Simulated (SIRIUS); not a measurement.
# BaTiO3 (R3m) in SIRIUS: notebook

Runs on BaTiO3. Level: PBE. Tasks: single point.

Everything below comes from runs of SIRIUS 7.10.0. Logs are shortened: lines on timing, memory, paths and dates and some standing lists are left out, and cuts for length are marked. The log counts tension as positive stress, the text compression.

## 1. The undisturbed crystal

The structure is trigonal, space group R3m (No. 160). Conventional cell: a = 5.655 Å, b = 5.655 Å, c = 6.955 Å, α = 90.00°, β = 90.00°, γ = 120.00°. Ba (site symmetry 3m) is surrounded by 12 O at 2.79 to 2.89 Å. Ti (site symmetry 3m) has 6 O at 1.87 to 2.14 Å as nearest neighbours. O (site symmetry m) is surrounded by 2 Ti at 1.87 to 2.14 Å.

## 2. Single point, PBE, 12.84 Å³/atom (strain = -0.04 (shear xz))

File sirius.json:

```json
{
  "control": {
    "processing_unit": "cpu",
    "verbosity": 2,
    "num_bands_to_print": 29,
    "print_forces": true,
    "print_stress": true
  },
  "parameters": {
    "electronic_structure_method": "pseudopotential",
    "xc_functionals": ["XC_GGA_X_PBE", "XC_GGA_C_PBE"],
    "gk_cutoff": 9.2,
    "pw_cutoff": 18.4,
    "ngridk": [3, 3, 3],
    "shiftk": [0, 0, 0],
    "smearing": "fermi_dirac",
    "smearing_width": 0.0018374661,
    "num_bands": 29,
    "num_mag_dims": 0,
    "num_dft_iter": 100,
    "energy_tol": 1e-08,
    "density_tol": 1e-06
  },
  "iterative_solver": {
    "type": "davidson",
    "min_tolerance": 1e-09,
    "tolerance_scale": [0.1, 0.25]
  },
  "mixer": {
    "type": "anderson",
    "beta": 0.7,
    "max_history": 8
  },
  "settings": {
    "tol_ne": 1e-10,
    "pseudo_grid_cutoff": 6.5
  },
  "unit_cell": {
    "lattice_vectors": [
      [0.706042638608, 0.414430428323, 0.574239682143],
      [-0.729586477558, 0.414430428323, 0.602952264483],
      [-0.011771919475, -0.828860856671, 0.588595973313]
    ],
    "lattice_vectors_scale": 7.4433549496,
    "atom_coordinate_units": "lattice",
    "atom_types": ["Ba", "Ti", "O"],
    "atom_files": {
      "Ba": "Ba.json",
      "O": "O.json",
      "Ti": "Ti.json"
    },
    "atoms": {
      "Ba": [
        [0.0, 0.0, 0.0]
      ],
      "Ti": [
        [0.4845, 0.4845, 0.4845]
      ],
      "O": [
        [0.5086, 0.0175, 0.5086],
        [0.0175, 0.5086, 0.5086],
        [0.5086, 0.5086, 0.0175]
      ]
    }
  }
}
```

Potentials or basis: PseudoDojo 0.4.1 PBE standard (scalar relativistic).

Started as:

```sh
$ upf_to_json Ba.upf
$ upf_to_json O.upf
$ upf_to_json Ti.upf
$ OMP_NUM_THREADS=1 sirius.scf --input=sirius.json --output=out.json --task=0
```

Log:

```text
[info] SIRIUS version : 7.10.0
[info] number of MPI ranks           : 1
[info] MPI grid                      : 1 1
[info] maximum number of OMP threads : 1
[fft] FFT context for density and potential
[fft] =====================================
[fft]   comm size                             : 1
[fft]   plane wave cutoff                     : 18.4
[fft]   grid size                             : 48 48 48   total : 110592
[fft]   grid limits                           : -23 24   -23 24   -23 24
[fft]   number of G-vectors within the cutoff : 22787
[fft]   local number of G-vectors             : 22787
[fft]   number of G-shells                    : 22787
[fft] FFT context for coarse grid
[fft] =====================================
[fft]   comm size                             : 1
[fft]   plane wave cutoff                     : 18.4
[fft]   grid size                             : 48 48 48   total : 110592
[fft]   grid limits                           : -23 24   -23 24   -23 24
[fft]   number of G-vectors within the cutoff : 22787
[fft]   local number of G-vectors             : 22787
[fft]   number of G-shells                    : 22787
[unit cell] lattice vectors
[unit cell]   a1 :       5.2553259687      3.0847527799      4.2742697803
[unit cell]   a2 :      -5.4305711189      3.0847527799      4.4879877222
[unit cell]   a3 :      -0.0876225751     -6.1695055600      4.3811287513
[unit cell] reciprocal lattice vectors
[unit cell]   b1 :       0.5977886657      0.3394753570      0.4900049751
[unit cell]   b2 :      -0.5786590458      0.3394753570      0.4664760208
[unit cell]   b3 :       0.0095648100     -0.6789507140      0.4782404980
[unit cell] unit cell volume :       433.07675108 [a.u.^3]
[unit cell] 1/sqrt(omega)    :         0.04805267
[unit cell] MT volume        :         0.00000000 ( 0.00%)
[unit cell] IT volume        :       433.07675108 (100.00%)
[unit cell] number of atom types : 3
[unit cell] type id : 0 symbol : Ba mt_radius :  19.570000 num_atoms : 1
[unit cell] type id : 1 symbol : Ti mt_radius :  15.850000 num_atoms : 1
[unit cell] type id : 2 symbol :  O mt_radius :   9.350000 num_atoms : 3
[unit cell] total number of atoms : 5
[unit cell] number of symmetry classes : 5
[unit cell] number of PAW atoms : 0
[unit cell] atom id  type id  class id             position                      vector_field
[unit cell] ------------------------------------------------------------------------------------------
[unit cell]      0        0        0      0.00000   0.00000   0.00000      0.00000   0.00000   0.00000
[unit cell]      1        1        1      0.48450   0.48450   0.48450      0.00000   0.00000   0.00000
[unit cell]      2        2        2      0.50860   0.01750   0.50860      0.00000   0.00000   0.00000
[unit cell]      3        2        3      0.01750   0.50860   0.50860      0.00000   0.00000   0.00000
[unit cell]      4        2        4      0.50860   0.50860   0.01750      0.00000   0.00000   0.00000
[unit cell] atom id         position (Cartesian, a.u.)
[unit cell] ---------------------------------------------
[unit cell]      0       0.000000    0.000000    0.000000
[unit cell]      1      -0.127359   -0.000000    6.367971
[... 410 lines left out ...]
[find] SCF correction                 :       0.00000370
[find] Total energy                   :    -137.38416984 (Ha),    -274.76833969 (Ry)
[find] Free energy (E-TS)             :    -137.38416984 (Ha),    -274.76833969 (Ry)
[find] band gap (eV)                  :       2.63906042
[find] Efermi                         :       0.41791114
[ground_state] === stress tensor components [kbar] ===
[ground_state] === stress_kin ===
[ground_state] -28484.548123  -15.937885  -65.269571
[ground_state]   -15.937885-28484.059338    1.137608
[ground_state]   -65.269571    1.137608-28427.804245
[ground_state] === stress_har ===
[ground_state] -6978.501917 -281.682629 -316.086061
[ground_state]  -281.682629-6982.103353    2.099801
[ground_state]  -316.086061    2.099801-6555.405007
[ground_state] === stress_ewald ===
[ground_state] 23086.591636 -436.712211 -603.005018
[ground_state]  -436.71221123088.388903   -1.484946
[ground_state]  -603.005018   -1.48494623956.084853
[ground_state] === stress_vloc ===
[ground_state]  7001.548780  723.114781  921.386559
[ground_state]   723.114781 7005.075614   -2.297211
[ground_state]   921.386559   -2.297211 5693.626021
[ground_state] === stress_xc ===
[ground_state]   978.712647   -1.162450   -1.874962
[ground_state]    -1.162450  978.714527    0.021128
[ground_state]    -1.874962    0.021128  981.821068
[ground_state] === stress_core ===
[ground_state]  4526.268374    0.217125    0.610541
[ground_state]     0.217125 4526.268842   -0.002337
[ground_state]     0.610541   -0.002337 4525.959017
[ground_state] === stress_nonloc ===
[ground_state]  -188.038943   15.374299   23.191434
[ground_state]    15.374299 -188.309336   -0.054651
[ground_state]    23.191434   -0.054651 -229.675705
[ground_state] === stress_us_nl ===
[ground_state]  -188.038943   15.374299   23.191434
[ground_state]    15.374299 -188.309336   -0.054651
[ground_state]    23.191434   -0.054651 -229.675705
[ground_state] === stress_total ===
[ground_state]   -57.967546    3.211030  -41.047078
[ground_state]     3.211030  -56.024141   -0.580609
[ground_state]   -41.047078   -0.580609  -55.393998
[ground_state] ==== total Forces in Ha/bohr =====
[ground_state] atom:    0, force:       0.0003428     -0.0000517     -0.0027565
[ground_state] atom:    1, force:       0.0073891      0.0004160     -0.0043340
[ground_state] atom:    2, force:      -0.0017649      0.0008166      0.0037563
[ground_state] atom:    3, force:      -0.0056804     -0.0031534      0.0009406
[ground_state] atom:    4, force:      -0.0002853      0.0019665      0.0023865
[ground_state] ==== ultrasoft contribution from Qij =====
[ground_state] atom:    0, force:       0.0000000      0.0000000      0.0000000
[ground_state] atom:    1, force:       0.0000000      0.0000000      0.0000000
[ground_state] atom:    2, force:       0.0000000      0.0000000      0.0000000
[ground_state] atom:    3, force:       0.0000000      0.0000000      0.0000000
[ground_state] atom:    4, force:       0.0000000      0.0000000      0.0000000
[ground_state] ==== non-local contribution from Beta-projector =====
[ground_state] atom:    0, force:       0.0000601     -0.0000339      0.0025621
[ground_state] atom:    1, force:      -0.0105167     -0.0003813     -0.0569990
[ground_state] atom:    2, force:      -0.0882621      0.0499335      0.0435513
[ground_state] atom:    3, force:       0.0854284      0.0502499      0.0382146
[ground_state] atom:    4, force:      -0.0016962     -0.1003411      0.0408404
[ground_state] ==== contribution from local potential =====
[ground_state] atom:    0, force:      -0.0101081      0.0011440      0.1034689
[ground_state] atom:    1, force:      -0.0556754     -0.0003425     -1.4761099
[ground_state] atom:    2, force:      -1.1046724      0.6355372      0.4669845
[ground_state] atom:    3, force:       1.1879064      0.6875704      0.3993643
[ground_state] atom:    4, force:      -0.0034098     -1.3233617      0.4356261
[ground_state] ==== contribution from core density =====
[ground_state] atom:    0, force:       0.0000053     -0.0000000      0.0001691
[ground_state] atom:    1, force:       0.0003589      0.0000092      0.0027924
[ground_state] atom:    2, force:       0.0014139     -0.0007962     -0.0002985
[ground_state] atom:    3, force:      -0.0008613     -0.0005129     -0.0000177
[ground_state] atom:    4, force:       0.0000313      0.0013232     -0.0001562
[ground_state] ==== Ewald forces from ions =====
[ground_state] atom:    0, force:       0.0103855     -0.0011621     -0.1089560
[ground_state] atom:    1, force:       0.0732233      0.0011338      1.5259813
[ground_state] atom:    2, force:       1.1897555     -0.6838577     -0.5064807
[ground_state] atom:    3, force:      -1.2781539     -0.7404604     -0.4366210
[ground_state] atom:    4, force:       0.0047896      1.4243463     -0.4739235
[~DFT_ground_state] local op. applied: 16126
[~DFT_ground_state] evp. work count: 2477.7
[~DFT_ground_state] number of iterative solver steps: 988
```

Wall time 77 s (1 thread of Arm Neoverse V2, shared host); peak memory 0.4 GiB.

What came out:

```yaml
Free_energy: -3738.4137 eV
Pressure: 5.6 GPa
Largest_force: 0.441 eV/Å
Band_gap_on_the_k_mesh: 2.64 eV
```

Caveat: the k mesh is coarse (spacing up to 0.53 Å⁻¹), so the values aren't converged; this release of the barium file is off; spin-orbit coupling is left out, which moves the levels of the heavy elements; an odd mesh through Γ misses points on the zone boundary, where band edges often lie.

## 3. Single point, PBE, 12.84 Å³/atom (strain = -0.02 (shear xz))

Edit sirius.json of step 2 so:

```diff
@@ -39,7 +39,7 @@
     "lattice_vectors": [
-      [0.706042638608, 0.414430428323, 0.574239682143],
-      [-0.729586477558, 0.414430428323, 0.602952264483],
-      [-0.011771919475, -0.828860856671, 0.588595973313]
+      [0.706077708744, 0.411024487482, 0.576639523363],
+      [-0.717752882255, 0.411024487482, 0.590877829281],
+      [-0.005837586755, -0.82204897499, 0.583758676322]
     ],
-    "lattice_vectors_scale": 7.4433549496,
+    "lattice_vectors_scale": 7.5050340645,
     "atom_coordinate_units": "lattice",
```

Potentials or basis: PseudoDojo 0.4.1 PBE standard (scalar relativistic).

Started as:

```sh
$ upf_to_json Ba.upf
$ upf_to_json O.upf
$ upf_to_json Ti.upf
$ OMP_NUM_THREADS=1 sirius.scf --input=sirius.json --output=out.json --task=0
```

It took 77 s on 1 thread of Arm Neoverse V2, shared host; peak memory 0.41 GiB.

Results (log left out):

```
Free energy            : -3738.4390 eV
Pressure               : 5.4 GPa
Largest force          : 0.293 eV/Å
Band gap on the k mesh : 2.69 eV
```

Caveat: the k mesh is coarse (spacing up to 0.53 Å⁻¹), so the values aren't converged; this release of the barium file is off; spin-orbit coupling is left out, which moves the levels of the heavy elements; an odd mesh through Γ misses points on the zone boundary, where band edges often lie.

## 4. The reference run

An earlier run on the cell as given: functional PBE; potentials or basis PseudoDojo 0.4.1 PBE standard (scalar relativistic); cutoff 1152 eV; density cutoff 4606 eV; k mesh 7 × 7 × 7; occupations fermi-dirac, width 0.05 eV; no spin polarisation.

- Pressure: 5.3 GPa
- Largest force: 0.137 eV/Å
- Band gap on the k mesh: 2.49 eV
